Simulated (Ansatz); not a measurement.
# BN (F-43m) in Ansatz: a series of runs

The runs below take BN through band structure, phonons, with PBEsol, LDA.

Everything below comes from runs of Ansatz 0.2.0. Logs are shortened: lines on timing, memory, paths and dates and some standing lists are left out, and cuts for length are marked.

**The experiment to reproduce.**

From a printed reference work, monograph, for a bulk crystal of BN at 300 K: band gap 6.4 eV (indirect).

The results are compared with them further down.

**1. The structure**

It takes space group F-43m (No. 216, cubic). Conventional cell: a = 3.626 Å, b = 3.626 Å, c = 3.626 Å, α = 90.00°, β = 90.00°, γ = 90.00°. Around N (site symmetry -43m) lie 4 B at 1.57 Å. B (site symmetry -43m) has 4 N at 1.57 Å as nearest neighbours.

The cell is a database's computed one.

**2. Band structure, PBEsol**

Input file input.yaml:

```yaml
crystal:
  lattice:
    - [0.0, 1.813001, 1.813001]
    - [1.813001, 0.0, 1.813001]
    - [1.813001, 1.813001, 0.0]
  atoms:
    - { symbol: "N", position: [0.25, 0.25, 0.25] }
    - { symbol: B, position: [0.0, 0.0, 0.0] }
kpoints:
  mp_grid: { grid: [13, 13, 13] }
  band_path:
    path:
      - [0.0, 0.0, 0.0]
      - [0.5, 0.0, 0.5]
      - [0.5, 0.25, 0.75]
      - [0.375, 0.375, 0.75]
      - [0.0, 0.0, 0.0]
      - [0.5, 0.5, 0.5]
      - [0.625, 0.25, 0.625]
      - [0.5, 0.25, 0.75]
    npoints: 8
scf:
  occupations: { method: fermi_dirac, width: 0.05 }
hamiltonian:
  xc: pbesol
  pseudopotentials: { kind: all_electron, lapw: { basis_error: 0.001 } }
output:
  forces: true
  stress: true
  eigenvalues: true
```

Potentials or basis: all-electron LAPW, scalar-relativistic.

Launch:

```
$ ansatz run input.yaml --threads 1 --pin off --max-ram 3072MiB --backend cpu --events-out ev --progress --plain --runs-dir out
```

What it wrote:

```text
Warning: RAYON_NUM_THREADS=1 ignored (pool sized by the plan → 1); use --threads N
LAPW: plane waves up to 10.821 Å⁻¹, error target 1.0e-3 eV per atom; small_component_spin mean_spin; B in spheres of 0.739 Å, 5 of its electrons in bands, Dirac shells []; N in spheres of 0.831 Å, 7 of its electrons in bands, Dirac shells [] (how accurate: hamiltonian.pseudopotentials.lapw.basis_error, Limitations)
Engine: ansatz 0.2.0, aarch64-unknown-linux-gnu
Pseudopotentials: kind: all_electron
Pseudopotential: N, LAPW, valence charge 7, lapw/all_electron/scalar/gaussian/N, Koelling and Harmon's equation, gaussian nucleus
Pseudopotential: B, LAPW, valence charge 5, lapw/all_electron/scalar/gaussian/B, Koelling and Harmon's equation, gaussian nucleus
Functional definition: PBEsol
  exchange = pbesol_x
  correlation = pbesol_c
Crystal: 2 atoms, lattice volume = 11.919 Å³
Basis set: ecut = 446.1000599844708 eV, 259 PW (Γ), exchange–correlation at level 2
Bands: 10, of which v1, the nominal top of the filled ones, is band 6 counted from 1 (5 counted from 0)
Symmetry: 24 space group operations
Space group: F-43m (ITA 216), of the structure as read, at distance tolerance 2.3e-5 Å
k-points: 84 of 2197 (time reversal used)
Non-local potential: N, projectors of the file, none
Non-local potential: B, projectors of the file, none
Initial density: superposition of atomic densities (chi_scale 0.1, normalization cell, long waves kept (reshape's long-wave potential 0.00 eV rms))
Initial wavefunctions: plane waves of lowest kinetic energy (no species holds an atomic orbital)
Functional: x = pbesol(κ = 0.804, μ = 0.12345679012345678), c = pbesol(β = 0.046)
iter 1 solved again at ethr=1.74e-2 eV; its pass at ethr=1.00e-1 eV (dr2=2.08e0 eV) is discarded
SCF iter   1: F=—  HF=-2161.212032 eV  |F-HF|=—  |Δ(HF+E_count)|=         —  Δρ=1.48e-1  dr2=2.08e0  ethr=1.74e-2  ⟨swp⟩=2.0  Hψ=6453  notcnv=0
preconditioner: auto → none  [insulator: Δε(μ)=5.991 eV  Ē_g=20.307 eV  σ=0.050 eV  W_gap=1.00  n_scr=0 (ndim 8)  ℏωp=30.4 eV  f_vac=0.000  D(μ)=0.00/eV (n_scr^D=0)  ε∞_Penn≈3.2]
iter 2 solved again at ethr=1.71e-3 eV; its pass at ethr=1.74e-2 eV (dr2=2.05e-1 eV) is discarded
SCF iter   2: F=—  HF=-2160.351268 eV  |F-HF|=—  |Δ(HF+E_count)|=   8.61e-1  Δρ=5.12e-2  dr2=2.05e-1  ethr=1.71e-3  ⟨swp⟩=2.0  Hψ=4466  notcnv=0
SCF iter   3: F=—  HF=-2160.266098 eV  |F-HF|=—  |Δ(HF+E_count)|=   8.52e-2  Δρ=2.29e-2  dr2=4.31e-2  ethr=1.71e-3  ⟨swp⟩=2.1  Hψ=2530  notcnv=0
SCF iter   4: F=—  HF=-2160.257205 eV  |F-HF|=—  |Δ(HF+E_count)|=         —  Δρ=8.08e-3  dr2=5.51e-3  ethr=3.59e-4  ⟨swp⟩=2.0  Hψ=2517  notcnv=0
the basis was enlarged: its passes take 45.4 KiB over the memory plan, 1 of 1 planned eigensolver slots
SCF iter   5: F=—  HF=-2160.256101 eV  |F-HF|=—  |Δ(HF+E_count)|=   1.10e-3  Δρ=1.36e-3  dr2=1.63e-4  ethr=4.59e-5  ⟨swp⟩=2.0  Hψ=2199  notcnv=0
SCF iter   6: F=—  HF=-2160.256075 eV  |F-HF|=—  |Δ(HF+E_count)|=   2.54e-5  Δρ=1.11e-4  dr2=1.15e-6  ethr=1.36e-6  ⟨swp⟩=2.0  Hψ=2184  notcnv=0
SCF iter   7: F=-2160.256075 eV  HF=-2160.256075 eV  |F-HF|=1.88e-10  |Δ(HF+E_count)|=   5.98e-8  Δρ=4.21e-6  dr2=1.60e-9  ethr=9.61e-9  ⟨swp⟩=2.1  Hψ=2193  notcnv=0
SCF 1 converged in 7 iterations: F = -2160.256075 eV  dr2 = 1.60e-9
NSCF: frozen V_eff on 57 k-points
SCF converged after 7 iterations
Free energy (F): -2160.256075 eV
Harris-Foulkes:  -2160.256075 eV  (|F-HF|=1.88e-10)
Internal energy: -2160.256075 eV  (E = F + TS)
E sigma→0 (E₀):  -2160.256075 eV
Fermi energy:    13.437948 eV
--- Per-component energies (eV) ---
  E_band       = -1017.716339
  E_kinetic    = 2150.527988
  E_xc         = -291.086379
  E_electrostatic = -4019.697685  (all electrons and nuclei)
  E_smearing   = -0.000000  (= −TS)
  E_closure    = 0.000000  (closes the sum)
  E_atoms      = -2141.847337  (free atoms, spherical and without spin; not in F)
  Σ components = -2160.256075   (vs F -2160.256075, Δ=0.00e0)
  Basis errors (estimates in eV, not in F): energy 5.3e-4 per atom: plane waves 5.2e-4 (3.2e-4 summed), levels above the bands 9.2e-137, relativity 1.1e-8, radial functions 9.4e-6, core shells 0.0e0; eigenvalues (radial functions only) 5.6e-6; not estimated: angular momenta, meshes, grids; target (lapw.basis_error) 1.0e-3; muffin-tin radii B 0.739 Å, N 0.831 Å
--- Forces (eV/Å), atoms counted from 1 ---
  atom   1  N     -0.00000000    -0.00000000    -0.00000000
  atom   2  B      0.00000000     0.00000000     0.00000000
  max |Σ_I F_I| component: 1.85e-17 eV/Å
--- Stress (GPa, compression-positive) ---
       -6.289256       0.000000      -0.000000
        0.000000      -6.289256       0.000000
       -0.000000       0.000000      -6.289256
  P = ⅓ Tr σ = -6.2893 GPa (-62.893 kbar)
--- Band table (eV; the first three rows and the last of 84) ---
  k-point 0: bands = ["-362.3541", "-160.1895", "-8.8744", "11.2708", "11.2708", "11.2708", "19.9933", "19.9933", "19.9933", "21.3929"]
  k-point 1: bands = ["-362.3541", "-160.1895", "-8.7307", "10.4830", "11.1159", "11.1159", "20.1574", "20.2279", "20.2279", "21.8940"]
  k-point 2: bands = ["-362.3541", "-160.1895", "-8.3041", "8.6204", "10.7287", "10.7287", "20.4211", "20.7930", "20.7930", "23.0963"]
  k-point 83: bands = ["-362.3541", "-160.1893", "-3.0610", "3.4569", "4.3227", "5.2126", "20.5454", "24.1166", "25.2296", "26.6160"]
```

It took 10 s on 1 thread of Arm Neoverse V1, shared host; peak memory 0.25 GiB.

Results:

| Property | Result |
| --- | --- |
| Free energy | -2160.2561 eV |
| Pressure | -6.3 GPa |
| Band gap on the k mesh | 4.35 eV, indirect (least direct gap 8.72 eV) |
| Band gap along the path | 4.28 eV, indirect (least direct gap 8.72 eV) |

Levels at the corners of the path, in eV from the valence-band top:
```
point  band 4  band 5  band 6  band 7  band 8  band 9
    Γ    0.00    0.00    0.00    8.72    8.72    8.72
    X   -8.90   -4.89   -4.89    4.28    9.04   17.74
    W   -7.56   -6.98   -6.52    9.40   13.15   14.27
    K   -8.11   -7.68   -4.07    6.73   12.68   15.66
    Γ    0.00    0.00    0.00    8.72    8.72    8.72
    L  -10.69   -1.93   -1.93    9.97   10.58   10.58
    U   -8.11   -7.68   -4.07    6.73   12.68   15.66
    W   -7.56   -6.98   -6.52    9.40   13.15   14.27
```

**3. Phonons, LDA**

Input file input.yaml:

```yaml
crystal:
  lattice:
    - [0.0, 1.813001, 1.813001]
    - [1.813001, 0.0, 1.813001]
    - [1.813001, 1.813001, 0.0]
  atoms:
    - { symbol: "N", position: [0.25, 0.25, 0.25] }
    - { symbol: B, position: [0.0, 0.0, 0.0] }
kpoints:
  mp_grid: { grid: [10, 10, 10] }
scf:
  occupations: { method: fermi_dirac, width: 0.05 }
hamiltonian:
  xc: lda
  pseudopotentials: { kind: all_electron, lapw: { basis_error: 0.001 } }
output: {}
phonons:
  method: fd
  supercell: [1, 1, 1]
```

Potentials or basis: all-electron LAPW, scalar-relativistic.

Launch:

```
$ ansatz run input.yaml --threads 1 --pin off --max-ram 3072MiB --backend cpu --events-out ev --progress --plain --runs-dir out
```

What it wrote:

```text
Warning: RAYON_NUM_THREADS=1 ignored (pool sized by the plan → 1); use --threads N
LAPW: plane waves up to 11.181 Å⁻¹, error target 1.0e-3 eV per atom; small_component_spin mean_spin; B in spheres of 0.719 Å, 5 of its electrons in bands, Dirac shells []; N in spheres of 0.804 Å, 7 of its electrons in bands, Dirac shells [] (how accurate: hamiltonian.pseudopotentials.lapw.basis_error, Limitations)
Engine: ansatz 0.2.0, aarch64-unknown-linux-gnu
Pseudopotentials: kind: all_electron
Pseudopotential: N, LAPW, valence charge 7, lapw/all_electron/scalar/gaussian/N, Koelling and Harmon's equation, gaussian nucleus
Pseudopotential: B, LAPW, valence charge 5, lapw/all_electron/scalar/gaussian/B, Koelling and Harmon's equation, gaussian nucleus
Functional definition: SPW92
  exchange = slater_x
  correlation = pw_c
Crystal: 2 atoms, lattice volume = 11.919 Å³
Basis set: ecut = 476.3003085152134 eV, 283 PW (Γ), exchange–correlation at level 2
Bands: 10, of which v1, the nominal top of the filled ones, is band 6 counted from 1 (5 counted from 0)
Symmetry: 24 space group operations
k-points: 47 of 1000 (time reversal used)
Non-local potential: N, projectors of the file, none
Non-local potential: B, projectors of the file, none
Initial density: superposition of atomic densities (chi_scale 0.1, normalization cell, long waves kept (reshape's long-wave potential 0.00 eV rms))
Initial wavefunctions: plane waves of lowest kinetic energy (no species holds an atomic orbital)
Functional: x = slater, c = lda
iter 1 solved again at ethr=1.92e-2 eV; its pass at ethr=1.00e-1 eV (dr2=2.30e0 eV) is discarded
SCF iter   1: F=—  HF=-2153.997013 eV  |F-HF|=—  |Δ(HF+E_count)|=         —  Δρ=1.55e-1  dr2=2.30e0  ethr=1.92e-2  ⟨swp⟩=2.0  Hψ=3356  notcnv=0
preconditioner: auto → none  [insulator: Δε(μ)=6.110 eV  Ē_g=20.239 eV  σ=0.050 eV  W_gap=1.00  n_scr=0 (ndim 8)  ℏωp=30.4 eV  f_vac=0.000  D(μ)=0.00/eV (n_scr^D=0)  ε∞_Penn≈3.3]
SCF iter   2: F=—  HF=-2153.059440 eV  |F-HF|=—  |Δ(HF+E_count)|=   9.38e-1  Δρ=5.50e-2  dr2=2.35e-1  ethr=1.92e-2  ⟨swp⟩=2.7  Hψ=1502  notcnv=0
SCF iter   3: F=—  HF=-2152.953162 eV  |F-HF|=—  |Δ(HF+E_count)|=   1.06e-1  Δρ=2.37e-2  dr2=4.63e-2  ethr=1.96e-3  ⟨swp⟩=2.4  Hψ=1431  notcnv=0
iter 4 solved again at ethr=3.15e-5 eV; its pass at ethr=3.86e-4 eV (dr2=3.78e-3 eV) is discarded
SCF iter   4: F=—  HF=-2152.939135 eV  |F-HF|=—  |Δ(HF+E_count)|=   1.40e-2  Δρ=6.80e-3  dr2=3.78e-3  ethr=3.15e-5  ⟨swp⟩=2.0  Hψ=2325  notcnv=0
SCF iter   5: F=—  HF=-2152.938037 eV  |F-HF|=—  |Δ(HF+E_count)|=   1.10e-3  Δρ=9.21e-4  dr2=6.65e-5  ethr=3.15e-5  ⟨swp⟩=2.3  Hψ=1239  notcnv=0
SCF iter   6: F=—  HF=-2152.938021 eV  |F-HF|=—  |Δ(HF+E_count)|=   1.61e-5  Δρ=5.50e-5  dr2=2.41e-7  ethr=5.54e-7  ⟨swp⟩=2.3  Hψ=1221  notcnv=0
SCF iter   7: F=-2152.938021 eV  HF=-2152.938021 eV  |F-HF|=8.19e-12  |Δ(HF+E_count)|=   2.61e-8  Δρ=2.33e-6  dr2=3.96e-10  ethr=2.01e-9  ⟨swp⟩=2.9  Hψ=1271  notcnv=0
SCF 1 converged in 7 iterations: F = -2152.938021 eV  dr2 = 3.96e-10
Symmetry: 4 space group operations
k-points: 171 of 1000 (time reversal used)
Initial density: handed on by an earlier stage of this run
Initial wavefunctions: plane waves of lowest kinetic energy (no species holds an atomic orbital; no wavefunctions were taken with the density)
iter 1 solved again at ethr=1.92e-6 eV; its pass at ethr=1.00e-1 eV (dr2=2.30e-4 eV) is discarded
SCF iter   1: F=—  HF=-2152.936941 eV  |F-HF|=—  |Δ(HF+E_count)|=         —  Δρ=2.05e-3  dr2=2.29e-4  ethr=1.92e-6  ⟨swp⟩=4.0  Hψ=14521  notcnv=0
preconditioner: auto → none  [insulator: Δε(μ)=4.243 eV  Ē_g=19.712 eV  σ=0.050 eV  W_gap=1.00  n_scr=0 (ndim 8)  ℏωp=30.4 eV  f_vac=0.000  D(μ)=0.00/eV (n_scr^D=0)  ε∞_Penn≈3.4]
SCF iter   2: F=—  HF=-2152.936860 eV  |F-HF|=—  |Δ(HF+E_count)|=   8.10e-5  Δρ=8.77e-4  dr2=3.42e-5  ethr=1.91e-6  ⟨swp⟩=2.0  Hψ=4311  notcnv=0
iter 3 solved again at ethr=2.52e-9 eV; its pass at ethr=2.85e-7 eV (dr2=3.03e-7 eV) is discarded
SCF iter   3: F=—  HF=-2152.936852 eV  |F-HF|=—  |Δ(HF+E_count)|=   8.01e-6  Δρ=9.59e-5  dr2=3.01e-7  ethr=2.52e-9  ⟨swp⟩=2.0  Hψ=7791  notcnv=0
SCF iter   4: F=—  HF=-2152.936852 eV  |F-HF|=—  |Δ(HF+E_count)|=   1.00e-7  Δρ=2.77e-5  dr2=6.51e-8  ethr=2.51e-9  ⟨swp⟩=2.3  Hψ=4432  notcnv=0
SCF iter   5: F=—  HF=-2152.936852 eV  |F-HF|=—  |Δ(HF+E_count)|=   3.19e-8  Δρ=5.31e-6  dr2=1.40e-9  ethr=5.42e-10  ⟨swp⟩=2.3  Hψ=4446  notcnv=0
SCF iter   6: F=-2152.936852 eV  HF=-2152.936852 eV  |F-HF|=7.73e-12  |Δ(HF+E_count)|=  2.31e-10  Δρ=6.62e-7  dr2=1.21e-11  ethr=1.17e-11  ⟨swp⟩=2.3  Hψ=4414  notcnv=0
SCF 2 converged in 6 iterations: F = -2152.936852 eV  dr2 = 1.21e-11
iter 1 solved again at ethr=4.40e-6 eV; its pass at ethr=1.00e-1 eV (dr2=5.28e-4 eV) is discarded
SCF iter   1: F=—  HF=-2152.937088 eV  |F-HF|=—  |Δ(HF+E_count)|=         —  Δρ=2.63e-3  dr2=5.26e-4  ethr=4.40e-6  ⟨swp⟩=4.0  Hψ=14276  notcnv=0
SCF iter   2: F=—  HF=-2152.936873 eV  |F-HF|=—  |Δ(HF+E_count)|=   2.15e-4  Δρ=1.06e-3  dr2=6.46e-5  ethr=4.39e-6  ⟨swp⟩=2.0  Hψ=4311  notcnv=0
iter 3 solved again at ethr=7.71e-9 eV; its pass at ethr=5.38e-7 eV (dr2=9.25e-7 eV) is discarded
SCF iter   3: F=—  HF=-2152.936852 eV  |F-HF|=—  |Δ(HF+E_count)|=   2.04e-5  Δρ=1.69e-4  dr2=9.22e-7  ethr=7.71e-9  ⟨swp⟩=2.0  Hψ=7741  notcnv=0
SCF iter   4: F=—  HF=-2152.936852 eV  |F-HF|=—  |Δ(HF+E_count)|=   1.84e-8  Δρ=3.40e-5  dr2=1.03e-7  ethr=7.69e-9  ⟨swp⟩=2.2  Hψ=4347  notcnv=0
SCF iter   5: F=—  HF=-2152.936852 eV  |F-HF|=—  |Δ(HF+E_count)|=   5.31e-8  Δρ=5.77e-6  dr2=1.64e-9  ethr=8.60e-10  ⟨swp⟩=2.3  Hψ=4446  notcnv=0
SCF iter   6: F=-2152.936852 eV  HF=-2152.936852 eV  |F-HF|=5.00e-12  |Δ(HF+E_count)|=  1.04e-10  Δρ=7.45e-7  dr2=2.36e-11  ethr=1.37e-11  ⟨swp⟩=2.2  Hψ=4356  notcnv=0
SCF 3 converged in 6 iterations: F = -2152.936852 eV  dr2 = 2.36e-11
SCF converged after 7 iterations
Free energy (F): -2152.938021 eV
Harris-Foulkes:  -2152.938021 eV  (|F-HF|=8.19e-12)
Internal energy: -2152.938021 eV  (E = F + TS)
E sigma→0 (E₀):  -2152.938021 eV
Fermi energy:    13.233624 eV
--- Per-component energies (eV) ---
  E_band       = -1013.680060
  E_kinetic    = 2137.739329
  E_xc         = -283.175896
  E_electrostatic = -4007.501453  (all electrons and nuclei)
  E_smearing   = -0.000000  (= −TS)
  E_closure    = 0.000000  (closes the sum)
  E_atoms      = -2133.513677  (free atoms, spherical and without spin; not in F)
  Σ components = -2152.938021   (vs F -2152.938021, Δ=0.00e0)
  Basis errors (estimates in eV, not in F): energy 5.1e-4 per atom: plane waves 4.9e-4 (3.1e-4 summed), levels above the bands 4.9e-137, relativity 7.7e-9, radial functions 1.7e-5, core shells 0.0e0; eigenvalues (radial functions only) 3.3e-6; not estimated: angular momenta, meshes, grids; target (lapw.basis_error) 1.0e-3; muffin-tin radii B 0.719 Å, N 0.804 Å
--- Forces (eV/Å), atoms counted from 1 ---
  atom   1  N     -0.00000000     0.00000000    -0.00000000
  atom   2  B      0.00000000     0.00000000    -0.00000000
  max |Σ_I F_I| component: 5.55e-17 eV/Å
--- Band table (eV; the first three rows and the last of 47) ---
  k-point 0: bands = ["-360.6896", "-159.2853", "-8.9060", "11.0615", "11.0615", "11.0615", "19.7086", "19.7086", "19.7086", "21.3442"]
  k-point 1: bands = ["-360.6896", "-159.2853", "-8.6640", "9.8088", "10.8081", "10.8081", "19.9938", "20.0887", "20.0887", "22.1048"]
  k-point 2: bands = ["-360.6896", "-159.2853", "-7.9512", "7.1235", "10.2396", "10.2396", "20.4012", "20.8750", "20.8750", "23.6896"]
  k-point 46: bands = ["-360.6896", "-159.2852", "-3.0163", "3.2530", "4.5091", "4.6977", "19.6489", "23.8824", "24.9703", "26.8244"]
--- Phonons: 2 displaced members + reference (amplitude 0.01 Å, Σ member SCF iterations 12) ---
  symmetry images taken by strict's conditions (phonons.symmetry_images: auto; settled by no image being taken that strict refuses)
  ASR residual: 4.300e-4 → 0.000e0 eV/Å²; symmetrization residual: 2.821e-4 eV/Å²
  largest component of a force at the reference: 2.0e-16 eV/Å
  ASR residual per site (eV/Å²): 4.30e-4 3.46e-4
  Γ frequencies (cm⁻¹): 0.00 0.00 0.00 1020.59 1020.59 1020.59
  density of states and harmonic sums: on the 29×29×29 q-mesh, interpolated from the force constants of a 1×1×1 supercell (no non-analytic term)
  largest difference from the sums on the solved wave vectors: F 1.28e-1 eV, S 3.87e-4 and C_V 2.57e-4 eV/K
  zero-point energy: 0.257678 eV/cell   skipped modes (ω ≤ 0): 3   left out of the sums: 2.05e-5 of the cell's modes: C_V's classical limit lies that fraction below 3 k_B per atom; for a crystal, a wire or a layer, F and S can be off by more, and a phonons.interpolated_qmesh denser along its periods is the remedy for the sampling
```

phdos.tsv:

```text
# omega_inv_cm	omega_thz	g_bin_mean(omega)[modes/inv_cm]
# format = ansatz-phdos/2
# interpolated_qmesh = 29 29 29
# force_constants_supercell = 1 1 1
# lo_to_splitting: not included (the non-analytic LO-TO correction is not applied to the interpolated dynamical matrix; polar crystals: no LO-TO splitting at GAMMA, and LO and other optical branches, acoustic branches and sound speeds, and with them the density of states and the thermodynamics, can be off between the wave vectors that the force constants were sampled on, most near GAMMA; a larger extent of the force constants narrows that region and is not shown to mend the acoustic slopes)
# g_bin_mean(omega): the modes in a bin one row spacing wide, centred on omega, divided by that spacing. A flat band (one whose frequency is the same at every q-point) is counted whole in the row whose bin holds it (on the edge of two bins, in the lower row). The modes of the run's own cell are the sum of g_bin_mean times the row spacing in inv_cm (a plain sum, not the trapezoid rule); for a one-atom cell on a GAMMA-only q-mesh every row is zero, so that sum is 0, not 3
0.000000	0.000000	2.078566e-9
2.041181	0.061193	5.404271e-8
4.082363	0.122386	2.036995e-7
6.123544	0.183579	4.531274e-7
8.164726	0.244772	8.023264e-7
10.205907	0.305965	1.251297e-6
[... 493 lines left out ...]
1018.549550	30.535347	1.104755e-3
1020.590731	30.596540	1.431295e-4
```

phthermo.tsv:

```text
# format = ansatz-phthermo/1
# interpolated_qmesh = 29 29 29
# force_constants_supercell = 1 1 1
# non_analytic_term = not included (the non-analytic LO-TO correction is not applied to the interpolated dynamical matrix; polar crystals: no LO-TO splitting at GAMMA, and LO and other optical branches, acoustic branches and sound speeds, and with them the density of states and the thermodynamics, can be off between the wave vectors that the force constants were sampled on, most near GAMMA; a larger extent of the force constants narrows that region and is not shown to mend the acoustic slopes)
# zero_point_energy_ev = 2.5767781408e-1
# n_skipped_modes = 3
# share_of_modes_left_out = 2.0501045553e-5
# rigid_motions_known_by = geometry
# t_k	f_vib_ev	s_ev_per_k	c_v_ev_per_k
0.0000	2.5767781408e-1	0.0000000000e0	0.0000000000e0
10.0000	2.5767781290e-1	9.6703800571e-10	6.1428085099e-9
20.0000	2.5767771009e-1	2.7231067055e-8	1.0319202258e-7
30.0000	2.5767706816e-1	1.1352186445e-7	3.7757146075e-7
40.0000	2.5767514180e-1	2.8928974238e-7	9.2468857622e-7
50.0000	2.5767087426e-1	5.8766786404e-7	1.8598659172e-6
[... 93 lines left out ...]
990.0000	-5.3944547279e-4	5.6391142145e-4	4.7273299817e-4
1000.0000	-6.2023690129e-3	5.6866670235e-4	4.7355753729e-4
```

Wall time 30 s (1 thread of Arm Neoverse V1, shared host); peak memory 0.33 GiB.

Results:

| Quantity | Value |
| --- | --- |
| Free energy | -2152.9380 eV |
| Band gap on the k mesh | 4.34 eV, indirect (least direct gap 8.65 eV) |
| Highest phonon frequency at Γ, LO-TO splitting left out | 1021 cm⁻¹ |

Phonon frequencies in cm⁻¹ (negative: imaginary):
```csv
q point,frequencies
"(0.000, 0.000, 0.000)",0 0 0 1021 1021 1021
```

**4. How close it comes**

Step 2. Against the measured gap of BN, 6.4 eV (indirect; 300 K; a printed reference work, monograph), the calculated 4.28 eV is off by -2.12 eV. The value is that of PBEsol, without temperature or zero-point motion. Semilocal functionals fall short of measured gaps as a rule. The cell is a database's relaxed one, not the measured one, which moves gaps too.

Step 3. Measured gap of BN: 6.4 eV (indirect; 300 K; a printed reference work, monograph). This calculation gives 4.34 eV (-2.06 eV). The value is that of LDA on a finite k mesh, which can miss the band edges, without temperature or zero-point motion. Semilocal functionals fall short of measured gaps as a rule. The cell is a database's relaxed one, not the measured one, which moves gaps too.
